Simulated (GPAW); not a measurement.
Input of a GPAW 26.7.0 run:

The input run.py:

```python
import json
import numpy as np
from ase.dft.bandgap import bandgap
from ase.io import read, write
from ase.units import GPa
from gpaw import GPAW, PW

atoms = read('POSCAR')

calc = GPAW(mode=PW(510),
            xc='LDA',
            kpts={'size': (11, 11, 11), 'gamma': True},
            occupations={'name': 'fermi-dirac', 'width': 0.05},
            nbands=14,
            convergence={'density': 1e-05, 'energy': 1e-05},
            maxiter=150,
            txt='gpaw.txt')
atoms.calc = calc
energy = atoms.get_potential_energy()
forces = atoms.get_forces()
stress = atoms.get_stress()
calc.write('gs.gpw')
write('result.traj', atoms)
print(f'Energy: {energy:.6f} eV')
print('Forces (eV/A):')
print(forces.round(4))
print('Stress (GPa):', (stress / GPa).round(3))
print('Fermi level:', round(calc.get_fermi_level(), 4), 'eV')
print(f'Gap: {bandgap(calc)[0]:.4f} eV, direct: {bandgap(calc, direct=True)[0]:.4f} eV')

size = (18, 18, 18)
dense = calc.fixed_density(kpts={'size': size, 'gamma': True}, update_fermi_level=True,
                           convergence={'bands': 'CBM+2.0', 'eigenstates': 1e-7}, txt='dense.txt')
ef = dense.get_fermi_level()
index = np.round(dense.get_bz_k_points() * size).astype(int) % size
recip = 2 * np.pi * atoms.cell.reciprocal()
sheets = []
for s, e_kn in enumerate(dense.eigenvalues()):
    for n in range(e_kn.shape[1] - 2):
        if e_kn[:, n].min() < ef < e_kn[:, n].max():
            e = np.empty(size)
            e[tuple(index.T)] = e_kn[dense.get_bz_to_ibz_map(), n] - ef
            de = np.array([(np.roll(e, -1, c) - np.roll(e, 1, c)) * size[c] / 2 for c in range(3)])
            v = np.linalg.norm(np.einsum('vc,cxyz->vxyz', np.linalg.inv(recip), de), axis=0)
            w = np.exp(-(e / 0.1)**2) / (0.1 * np.pi**0.5)
            sheets.append({'spin': s, 'band': n, 'filled': (e < 0).mean(), 'dos': w.mean(), 'bottom': e.min(), 'top': e.max(),
                           'velocity': (w * v).sum() / w.sum() * 1.519267e5, 'slice': e[:, :, 0].round(3).tolist()})
            print(f'spin {s} band {n}: filled share {sheets[-1]["filled"]:.3f}, from {e.min():.3f} to {e.max():.3f} eV,',
                  f'{w.mean():.3f} states/eV, mean velocity {sheets[-1]["velocity"]:.3e} m/s')
print('Fermi level on the dense mesh:', round(ef, 4), 'eV,', len(sheets), 'sheets')
json.dump({'ef': ef, 'sheets': sheets}, open('fermi.json', 'w'))
```

The input POSCAR:

```
Sn
1.0
   -1.7265390000      1.7755470000      2.3383420000
    1.7265390000     -1.7755470000      2.3383420000
    1.7265390000      1.7755470000     -2.3383420000
Sn
1
Direct
    0.0000000000      0.0000000000      0.0000000000
```

Potentials or basis: the program's PAW data sets (release 1.2.1) made for this functional, pw.

The run is started by

```bash
$ OMP_NUM_THREADS=1 python run.py
```

Problem. Estimate the pressure.

Solution. -5.4 GPa.

Problem. What does it give for the band gap on the k mesh?

Solution. None (metal or under the smearing width).

Stress tensor (GPa, compression positive):
```
-4.82  0.00  0.00
 0.00 -6.39  0.00
 0.00  0.00 -5.04
```

Caveat: the cutoff is short for stress and forces, so pressures can be off by a GPa or more.
